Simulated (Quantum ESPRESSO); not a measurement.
# 1T-SiS2, 1 layer: parallel layout and speed, part 2 of 3

Which layout of ranks, pools and threads suits 1T-SiS2, 1 layer? The physics should not care; the clock does.

Quantum ESPRESSO 7.5; plane-wave DFT, PBE, GBRV ultrasoft pseudopotentials.

So far. Step 2 (SCF with pw.x: 4 ranks, 4 pools, 1 thread a rank): Inside the slab this potential holds the local part of the pseudopotentials, which can be repulsive at the nuclei; only its value in the vacuum has a meaning of its own. Step 3 (Ground state: 4 ranks, 2 pools, 1 thread a rank): Counted from each run's own zero (the valence top), the vacuum level differs from the first run's by +2 meV.

## Step 4: Self-consistent run: 4 ranks, 1 pool, 1 thread a rank

Input file c2.in:

```
&control
  prefix = 'c2'
  outdir = './out'
  pseudo_dir = './pseudo'
  calculation = 'scf'
  tprnfor = .true.
/
&system
  ibrav = 0
  nat = 3
  ntyp = 2
  ecutwfc = 40
  ecutrho = 200
  occupations = 'smearing'
  smearing = 'fd'
  degauss = 0.004
  assume_isolated = 'esm'
  esm_bc = 'bc1'
/
&electrons
  conv_thr = 1e-07
  mixing_beta = 0.4
  electron_maxstep = 120
  mixing_mode = 'local-TF'
/
ATOMIC_SPECIES
  S   32.0600  s_pbe_v1.4.uspp.F.UPF
  Si  28.0850  si_pbe_v1.uspp.F.UPF
CELL_PARAMETERS angstrom
  3.30000000000000 0.00000000000000 0.00000000000000
  -1.65000000000000 2.85788383248865 0.00000000000000
  0.00000000000000 0.00000000000000 18.78885438199983
ATOMIC_POSITIONS crystal
  S   0.666666666667 0.333333333333 -0.047604136624
  Si  0.000000000000 0.000000000000 0.000000000000
  S   0.333333333333 0.666666666667 0.047604136624
K_POINTS automatic
  12 12 1 0 0 0
```

On the command line:

```bash
OMP_NUM_THREADS=1 mpirun -n 4 pw.x -nk 1 -in c2.in > c2.out
```

The log of the run:

```text
[banner, memory and clock lines left out]
Program PWSCF v.7.5 starts
[...]
Message from routine setup:
[...]
number of electrons       =        16.00
     number of Kohn-Sham states=           12
     kinetic-energy cutoff     =      40.0000  Ry
     charge density cutoff     =     200.0000  Ry
[...]
number of k points=    19  Fermi-Dirac smearing, width (Ry)=  0.0040
[...]
Dense  grid:    56961 G-vectors     FFT dimensions: (  30,  30, 160)
[...]
negative rho (up, down):  3.984E-04 0.000E+00
     Starting wfcs are   12 randomized atomic wfcs
[...]
negative rho (up, down):  6.158E-05 0.000E+00
[...]
estimated scf accuracy    <       0.11801185 Ry
[...]
negative rho (up, down):  7.854E-08 0.000E+00
[...]
estimated scf accuracy    <       0.07066012 Ry
[...]
estimated scf accuracy    <       0.00809100 Ry
[...]
estimated scf accuracy    <       0.00213769 Ry
[...]
estimated scf accuracy    <       0.00176444 Ry
[...]
estimated scf accuracy    <       0.00252079 Ry
[...]
estimated scf accuracy    <       0.00159987 Ry
[...]
negative rho (up, down):  1.249E-03 0.000E+00
[...]
estimated scf accuracy    <       0.00562790 Ry
[...]
negative rho (up, down):  9.586E-04 0.000E+00
[...]
estimated scf accuracy    <       0.00131501 Ry
[...]
negative rho (up, down):  8.031E-04 0.000E+00
[...]
estimated scf accuracy    <       0.00147153 Ry
[...]
negative rho (up, down):  7.627E-04 0.000E+00
[...]
estimated scf accuracy    <       0.00010611 Ry
[...]
negative rho (up, down):  5.446E-04 0.000E+00
[...]
estimated scf accuracy    <       0.00003256 Ry
[...]
negative rho (up, down):  4.337E-04 0.000E+00
[...]
estimated scf accuracy    <       0.00000451 Ry
[...]
negative rho (up, down):  4.337E-04 0.000E+00
[...]
estimated scf accuracy    <       0.00000138 Ry
[...]
negative rho (up, down):  4.419E-04 0.000E+00
[...]
the Fermi energy is    -4.7689 ev
!    total energy              =     -57.70139246 Ry
     estimated scf accuracy    <       0.00000007 Ry
     smearing contrib. (-TS)   =      -0.00000000 Ry
     internal energy E=F+TS    =     -57.70139246 Ry
[...]
one-electron contribution =     208.70197759 Ry
     hartree contribution      =    -103.48297554 Ry
     xc contribution           =     -21.89145746 Ry
     ewald contribution        =    -141.02893704 Ry
     convergence has been achieved in  15 iterations
     negative rho (up, down):  4.419E-04 0.000E+00
[...]
Total force =     0.353259     Total SCF correction =     0.000005
[...]
```

It took 15 s on 4 MPI ranks of Arm Neoverse V2, shared host; peak memory 0.25 GiB.

This step gave:

```
Fermi energy                                                   : -4.769 eV
valence top, on the run's zero                                 : -5.627 eV
conduction bottom, on the run's zero                           : -3.966 eV
vacuum line at the lower end of the cell, over the valence top : 5.627 eV
vacuum line at the upper end of the cell, over the valence top : 5.627 eV
```

The program's own clock; routines nest. Time by routine:

| routine | wall time (s) | calls |
| --- | --- | --- |
| PWSCF | 14.01 | 1 |
| electrons | 13.32 | 1 |
| c_bands | 8.92 | 16 |
| cegterg | 8.47 | 304 |
| h_psi | 6.38 | 2612 |
| fftw | 5.31 | 31530 |
| vloc_psi | 5.2 | 2612 |
| sum_band | 2.36 | 16 |
| newd | 1.29 | 16 |
| calbec | 0.74 | 2992 |
| mix_rho | 0.63 | 16 |
| h_psi:calbec | 0.59 | 2612 |
| add_vuspsi | 0.55 | 2612 |
| s_psi | 0.52 | 2612 |

Counted from each run's own zero (the valence top), the vacuum level differs from the first run's by +1 meV.

## Step 5: Ground state: 2 ranks, 2 pools, 2 threads a rank

c3.in is the input of step 4 with these lines changed:

```diff
@@ -1,3 +1,3 @@
 &control
-  prefix = 'c2'
+  prefix = 'c3'
   outdir = './out'
```

On the command line:

```bash
OMP_NUM_THREADS=2 mpirun -n 2 pw.x -nk 2 -in c3.in > c3.out
```

The log of the run:

```text
[banner, memory and clock lines left out]
Program PWSCF v.7.5 starts
[...]
Message from routine setup:
[...]
number of electrons       =        16.00
     number of Kohn-Sham states=           12
     kinetic-energy cutoff     =      40.0000  Ry
     charge density cutoff     =     200.0000  Ry
[...]
number of k points=    19  Fermi-Dirac smearing, width (Ry)=  0.0040
[...]
Dense  grid:    56961 G-vectors     FFT dimensions: (  30,  30, 160)
[...]
negative rho (up, down):  3.984E-04 0.000E+00
     Starting wfcs are   12 randomized atomic wfcs
[...]
negative rho (up, down):  6.216E-05 0.000E+00
[...]
estimated scf accuracy    <       0.11601705 Ry
[...]
negative rho (up, down):  8.147E-08 0.000E+00
[...]
estimated scf accuracy    <       0.06951289 Ry
[...]
estimated scf accuracy    <       0.00816392 Ry
[...]
estimated scf accuracy    <       0.00226438 Ry
[...]
estimated scf accuracy    <       0.00179078 Ry
[...]
estimated scf accuracy    <       0.00242227 Ry
[...]
estimated scf accuracy    <       0.00139010 Ry
[...]
negative rho (up, down):  1.314E-03 0.000E+00
[...]
estimated scf accuracy    <       0.00310329 Ry
[...]
negative rho (up, down):  1.087E-03 0.000E+00
[...]
estimated scf accuracy    <       0.00125294 Ry
[...]
negative rho (up, down):  7.651E-04 0.000E+00
[...]
estimated scf accuracy    <       0.00118416 Ry
[...]
negative rho (up, down):  7.740E-04 0.000E+00
[...]
estimated scf accuracy    <       0.00014001 Ry
[...]
negative rho (up, down):  5.367E-04 0.000E+00
[...]
estimated scf accuracy    <       0.00004242 Ry
[...]
negative rho (up, down):  4.324E-04 0.000E+00
[...]
estimated scf accuracy    <       0.00000471 Ry
[...]
negative rho (up, down):  4.236E-04 0.000E+00
[...]
estimated scf accuracy    <       0.00000048 Ry
[...]
negative rho (up, down):  4.402E-04 0.000E+00
[...]
estimated scf accuracy    <       0.00000041 Ry
[...]
negative rho (up, down):  4.403E-04 0.000E+00
[...]
estimated scf accuracy    <       0.00000018 Ry
[...]
negative rho (up, down):  4.418E-04 0.000E+00
[...]
the Fermi energy is    -4.7700 ev
!    total energy              =     -57.70139268 Ry
     estimated scf accuracy    <       0.00000002 Ry
     smearing contrib. (-TS)   =      -0.00000000 Ry
     internal energy E=F+TS    =     -57.70139268 Ry
[...]
one-electron contribution =     208.70258163 Ry
     hartree contribution      =    -103.48368725 Ry
     xc contribution           =     -21.89135001 Ry
     ewald contribution        =    -141.02893704 Ry
     convergence has been achieved in  17 iterations
     negative rho (up, down):  4.418E-04 0.000E+00
[...]
Total force =     0.353454     Total SCF correction =     0.000295
[...]
```

It took 68 s on 2 MPI ranks; peak memory 0.26 GiB; 2.8 min of CPU time.

Read from the output:

```
Fermi energy                                                   : -4.77 eV
valence top, on the run's zero                                 : -5.628 eV
conduction bottom, on the run's zero                           : -3.967 eV
vacuum line at the lower end of the cell, over the valence top : 5.628 eV
vacuum line at the upper end of the cell, over the valence top : 5.628 eV
```

The program's own clock; routines nest. Time by routine:

| routine | wall time (s) | calls |
| --- | --- | --- |
| PWSCF | 67.3 | 1 |
| electrons | 65.54 | 1 |
| c_bands | 49.03 | 18 |
| fftw | 47.61 | 17920 |
| cegterg | 45.05 | 180 |
| h_psi | 43.01 | 1433 |
| vloc_psi | 41.4 | 1433 |
| sum_band | 11.2 | 18 |
| newd | 2.92 | 18 |
| mix_rho | 1.84 | 18 |
| init_run | 1.25 | 1 |
| calbec | 0.99 | 1653 |
| ffts | 0.83 | 1556 |
| add_vuspsi | 0.78 | 1433 |

Counted from each run's own zero (the valence top), the vacuum level differs from the first run's by +2 meV.

## Step 6: SCF with pw.x: 2 ranks, 1 pool, 2 threads a rank

c4.in is the input of step 5 with these lines changed:

```diff
@@ -1,3 +1,3 @@
 &control
-  prefix = 'c3'
+  prefix = 'c4'
   outdir = './out'
```

On the command line:

```bash
OMP_NUM_THREADS=2 mpirun -n 2 pw.x -nk 1 -in c4.in > c4.out
```

The log of the run:

```text
[banner, memory and clock lines left out]
Program PWSCF v.7.5 starts
[...]
Message from routine setup:
[...]
number of electrons       =        16.00
     number of Kohn-Sham states=           12
     kinetic-energy cutoff     =      40.0000  Ry
     charge density cutoff     =     200.0000  Ry
[...]
number of k points=    19  Fermi-Dirac smearing, width (Ry)=  0.0040
[...]
Dense  grid:    56961 G-vectors     FFT dimensions: (  30,  30, 160)
[...]
negative rho (up, down):  3.984E-04 0.000E+00
     Starting wfcs are   12 randomized atomic wfcs
[...]
negative rho (up, down):  6.214E-05 0.000E+00
[...]
estimated scf accuracy    <       0.11547750 Ry
[...]
negative rho (up, down):  7.976E-08 0.000E+00
[...]
estimated scf accuracy    <       0.06925172 Ry
[...]
estimated scf accuracy    <       0.00794117 Ry
[...]
estimated scf accuracy    <       0.00217496 Ry
[...]
estimated scf accuracy    <       0.00177863 Ry
[...]
estimated scf accuracy    <       0.00235783 Ry
[...]
estimated scf accuracy    <       0.00179159 Ry
[...]
negative rho (up, down):  8.331E-04 0.000E+00
[...]
estimated scf accuracy    <       0.00629680 Ry
[...]
negative rho (up, down):  8.623E-04 0.000E+00
[...]
estimated scf accuracy    <       0.00225904 Ry
[...]
negative rho (up, down):  7.555E-04 0.000E+00
[...]
estimated scf accuracy    <       0.00222527 Ry
[...]
negative rho (up, down):  6.558E-04 0.000E+00
[...]
estimated scf accuracy    <       0.00014272 Ry
[...]
negative rho (up, down):  4.804E-04 0.000E+00
[...]
estimated scf accuracy    <       0.00002306 Ry
[...]
negative rho (up, down):  4.578E-04 0.000E+00
[...]
estimated scf accuracy    <       0.00004640 Ry
[...]
negative rho (up, down):  4.402E-04 0.000E+00
[...]
estimated scf accuracy    <       0.00001552 Ry
[...]
negative rho (up, down):  4.465E-04 0.000E+00
[...]
estimated scf accuracy    <       0.00000446 Ry
[...]
negative rho (up, down):  4.433E-04 0.000E+00
[...]
estimated scf accuracy    <       0.00000101 Ry
[...]
negative rho (up, down):  4.464E-04 0.000E+00
[...]
estimated scf accuracy    <       0.00000065 Ry
[...]
negative rho (up, down):  4.364E-04 0.000E+00
[...]
estimated scf accuracy    <       0.00000070 Ry
[...]
negative rho (up, down):  4.353E-04 0.000E+00
[...]
estimated scf accuracy    <       0.00000040 Ry
[...]
negative rho (up, down):  4.400E-04 0.000E+00
[...]
estimated scf accuracy    <       0.00000011 Ry
[...]
negative rho (up, down):  4.417E-04 0.000E+00
[...]
the Fermi energy is    -4.7698 ev
!    total energy              =     -57.70139270 Ry
     estimated scf accuracy    <          1.2E-09 Ry
     smearing contrib. (-TS)   =      -0.00000000 Ry
     internal energy E=F+TS    =     -57.70139270 Ry
[...]
one-electron contribution =     208.70317650 Ry
     hartree contribution      =    -103.48431526 Ry
     xc contribution           =     -21.89131690 Ry
     ewald contribution        =    -141.02893704 Ry
     convergence has been achieved in  21 iterations
     negative rho (up, down):  4.417E-04 0.000E+00
[...]
Total force =     0.353448     Total SCF correction =     0.000057
[...]
```

It took 28 s on 2 MPI ranks; peak memory 0.29 GiB.

Read from the output:

| Property | Result |
| --- | --- |
| Fermi energy | -4.770 eV |

The program's own clock; routines nest. Time by routine:

| routine | wall time (s) | calls |
| --- | --- | --- |
| PWSCF | 27.26 | 1 |
| electrons | 26.25 | 1 |
| c_bands | 15.66 | 22 |
| cegterg | 14.45 | 418 |
| h_psi | 11.21 | 2976 |
| vloc_psi | 9.34 | 2976 |
| fftw | 8.88 | 39540 |
| sum_band | 5.43 | 22 |
| newd | 3.46 | 22 |
| mix_rho | 1.41 | 22 |
| calbec | 1.17 | 3470 |
| h_psi:calbec | 0.92 | 2976 |
| add_vuspsi | 0.86 | 2976 |
| s_psi | 0.77 | 2976 |

Counted from each run's own zero (the valence top), the vacuum level differs from the first run's by +1 meV.

## Step 7: SCF with pw.x: 1 rank, 1 pool, 4 threads a rank

c5.in is the input of step 6 with these lines changed:

```diff
@@ -1,3 +1,3 @@
 &control
-  prefix = 'c4'
+  prefix = 'c5'
   outdir = './out'
```

On the command line:

```bash
OMP_NUM_THREADS=4 pw.x -nk 1 -in c5.in > c5.out
```

The log of the run:

```text
[banner, memory and clock lines left out]
Program PWSCF v.7.5 starts
[...]
Message from routine setup:
[...]
number of electrons       =        16.00
     number of Kohn-Sham states=           12
     kinetic-energy cutoff     =      40.0000  Ry
     charge density cutoff     =     200.0000  Ry
[...]
number of k points=    19  Fermi-Dirac smearing, width (Ry)=  0.0040
[...]
Dense  grid:    56961 G-vectors     FFT dimensions: (  30,  30, 160)
[...]
negative rho (up, down):  3.984E-04 0.000E+00
     Starting wfcs are   12 randomized atomic wfcs
[...]
negative rho (up, down):  6.107E-05 0.000E+00
[...]
estimated scf accuracy    <       0.11601416 Ry
[...]
negative rho (up, down):  7.794E-08 0.000E+00
[...]
estimated scf accuracy    <       0.06952630 Ry
[...]
estimated scf accuracy    <       0.00814923 Ry
[...]
estimated scf accuracy    <       0.00226216 Ry
[...]
estimated scf accuracy    <       0.00175144 Ry
[...]
estimated scf accuracy    <       0.00204063 Ry
[...]
estimated scf accuracy    <       0.00130693 Ry
[...]
negative rho (up, down):  1.300E-03 0.000E+00
[...]
estimated scf accuracy    <       0.00226095 Ry
[...]
negative rho (up, down):  1.170E-03 0.000E+00
[...]
estimated scf accuracy    <       0.00095879 Ry
[...]
negative rho (up, down):  6.112E-04 0.000E+00
[...]
estimated scf accuracy    <       0.00109427 Ry
[...]
negative rho (up, down):  7.076E-04 0.000E+00
[...]
estimated scf accuracy    <       0.00010483 Ry
[...]
negative rho (up, down):  5.097E-04 0.000E+00
[...]
estimated scf accuracy    <       0.00002981 Ry
[...]
negative rho (up, down):  4.269E-04 0.000E+00
[...]
estimated scf accuracy    <       0.00000765 Ry
[...]
negative rho (up, down):  4.289E-04 0.000E+00
[...]
estimated scf accuracy    <       0.00000098 Ry
[...]
negative rho (up, down):  4.417E-04 0.000E+00
[...]
estimated scf accuracy    <       0.00000066 Ry
[...]
negative rho (up, down):  4.360E-04 0.000E+00
[...]
estimated scf accuracy    <       0.00000110 Ry
[...]
negative rho (up, down):  4.417E-04 0.000E+00
[...]
the Fermi energy is    -4.7685 ev
!    total energy              =     -57.70139265 Ry
     estimated scf accuracy    <          9.2E-09 Ry
     smearing contrib. (-TS)   =      -0.00000000 Ry
     internal energy E=F+TS    =     -57.70139265 Ry
[...]
one-electron contribution =     208.70228408 Ry
     hartree contribution      =    -103.48335773 Ry
     xc contribution           =     -21.89138196 Ry
     ewald contribution        =    -141.02893704 Ry
     convergence has been achieved in  17 iterations
     negative rho (up, down):  4.417E-04 0.000E+00
[...]
Total force =     0.353181     Total SCF correction =     0.000054
[...]
```

Run time: 3.1 min. Hardware: 1 MPI rank; peak memory 0.26 GiB.

This step gave:

| Quantity | Value |
| --- | --- |
| Fermi energy | -4.769 eV |
| valence top, on the run's zero | -5.627 eV |
| conduction bottom, on the run's zero | -3.966 eV |
| vacuum line at the lower end of the cell, over the valence top | 5.627 eV |
| vacuum line at the upper end of the cell, over the valence top | 5.627 eV |

The program's own clock; routines nest. Time by routine:

| routine | wall time (s) | calls |
| --- | --- | --- |
| PWSCF | 182.5 | 1 |
| electrons | 179 | 1 |
| fftw | 157.6 | 34150 |
| c_bands | 140 | 18 |
| cegterg | 138.1 | 342 |
| h_psi | 136.5 | 2839 |
| vloc_psi | 134.7 | 2839 |
| sum_band | 32.01 | 18 |
| newd | 5.38 | 18 |
| init_run | 2.78 | 1 |
| wfcinit | 2.09 | 1 |
| mix_rho | 1.24 | 18 |
| calbec | 1.11 | 3257 |
| init_us_2 | 0.96 | 722 |

Counted from each run's own zero (the valence top), the vacuum level differs from the first run's by +0 meV.

## Step 8: SCF with pw.x: 2 ranks, 2 pools, 1 thread a rank

c6.in is the input of step 7 with these lines changed:

```diff
@@ -1,3 +1,3 @@
 &control
-  prefix = 'c5'
+  prefix = 'c6'
   outdir = './out'
```

On the command line:

```bash
OMP_NUM_THREADS=1 mpirun -n 2 pw.x -nk 2 -in c6.in > c6.out
```

The log of the run:

```text
[banner, memory and clock lines left out]
Program PWSCF v.7.5 starts
[...]
Message from routine setup:
[...]
number of electrons       =        16.00
     number of Kohn-Sham states=           12
     kinetic-energy cutoff     =      40.0000  Ry
     charge density cutoff     =     200.0000  Ry
[...]
number of k points=    19  Fermi-Dirac smearing, width (Ry)=  0.0040
[...]
Dense  grid:    56961 G-vectors     FFT dimensions: (  30,  30, 160)
[...]
negative rho (up, down):  3.984E-04 0.000E+00
     Starting wfcs are   12 randomized atomic wfcs
[...]
negative rho (up, down):  6.216E-05 0.000E+00
[...]
estimated scf accuracy    <       0.11601705 Ry
[...]
negative rho (up, down):  8.147E-08 0.000E+00
[...]
estimated scf accuracy    <       0.06951289 Ry
[...]
estimated scf accuracy    <       0.00816392 Ry
[...]
estimated scf accuracy    <       0.00226438 Ry
[...]
estimated scf accuracy    <       0.00179078 Ry
[...]
estimated scf accuracy    <       0.00242227 Ry
[...]
estimated scf accuracy    <       0.00139010 Ry
[...]
negative rho (up, down):  1.314E-03 0.000E+00
[...]
estimated scf accuracy    <       0.00310329 Ry
[...]
negative rho (up, down):  1.087E-03 0.000E+00
[...]
estimated scf accuracy    <       0.00125294 Ry
[...]
negative rho (up, down):  7.654E-04 0.000E+00
[...]
estimated scf accuracy    <       0.00118416 Ry
[...]
negative rho (up, down):  7.741E-04 0.000E+00
[...]
estimated scf accuracy    <       0.00014003 Ry
[...]
negative rho (up, down):  5.389E-04 0.000E+00
[...]
estimated scf accuracy    <       0.00004236 Ry
[...]
negative rho (up, down):  4.338E-04 0.000E+00
[...]
estimated scf accuracy    <       0.00000470 Ry
[...]
negative rho (up, down):  4.251E-04 0.000E+00
[...]
estimated scf accuracy    <       0.00000043 Ry
[...]
negative rho (up, down):  4.401E-04 0.000E+00
[...]
estimated scf accuracy    <       0.00000036 Ry
[...]
negative rho (up, down):  4.402E-04 0.000E+00
[...]
estimated scf accuracy    <       0.00000018 Ry
[...]
negative rho (up, down):  4.418E-04 0.000E+00
[...]
the Fermi energy is    -4.7702 ev
!    total energy              =     -57.70139268 Ry
     estimated scf accuracy    <       0.00000003 Ry
     smearing contrib. (-TS)   =      -0.00000000 Ry
     internal energy E=F+TS    =     -57.70139268 Ry
[...]
one-electron contribution =     208.70229027 Ry
     hartree contribution      =    -103.48338600 Ry
     xc contribution           =     -21.89135991 Ry
     ewald contribution        =    -141.02893704 Ry
     convergence has been achieved in  17 iterations
     negative rho (up, down):  4.418E-04 0.000E+00
[...]
Total force =     0.353459     Total SCF correction =     0.000370
[...]
```

The job ended after 32 s (2 MPI ranks; peak memory 0.33 GiB).

This step gave:

- Fermi energy: -4.770 eV
- valence top, on the run's zero: -5.628 eV
- conduction bottom, on the run's zero: -3.968 eV
- vacuum line at the lower end of the cell, over the valence top: 5.628 eV
- vacuum line at the upper end of the cell, over the valence top: 5.628 eV

The program's own clock; routines nest. Time by routine:

| routine | wall time (s) | calls |
| --- | --- | --- |
| PWSCF | 31.04 | 1 |
| electrons | 29.78 | 1 |
| c_bands | 18.24 | 18 |
| cegterg | 15.6 | 180 |
| h_psi | 11.74 | 1435 |
| vloc_psi | 9.24 | 1435 |
| fftw | 9.22 | 17954 |
| sum_band | 5 | 18 |
| newd | 2.96 | 18 |
| mix_rho | 2.89 | 18 |
| calbec | 1.52 | 1655 |
| ffts | 1.42 | 1556 |
| add_vuspsi | 1.24 | 1435 |
| s_psi | 1.2 | 1435 |

Counted from each run's own zero (the valence top), the vacuum level differs from the first run's by +2 meV.

(Continued in part 3 of 3.)

[Logs are printed without paths, hosts, clocks, repeated set-up lines and the standing remarks that a program may print on its own settings, such as how far it seeks lower states.]

[Hosts, paths, dates, database ids (printed as entryN), source tags and the programs' standing remarks are cut or masked in the printed files.]

[Maps of the electrostatic potential energy from Ansatz leave out the sawtooth potential of an applied field or a dipole correction, so their vacuum need not be flat; planar profiles and work functions include it.]
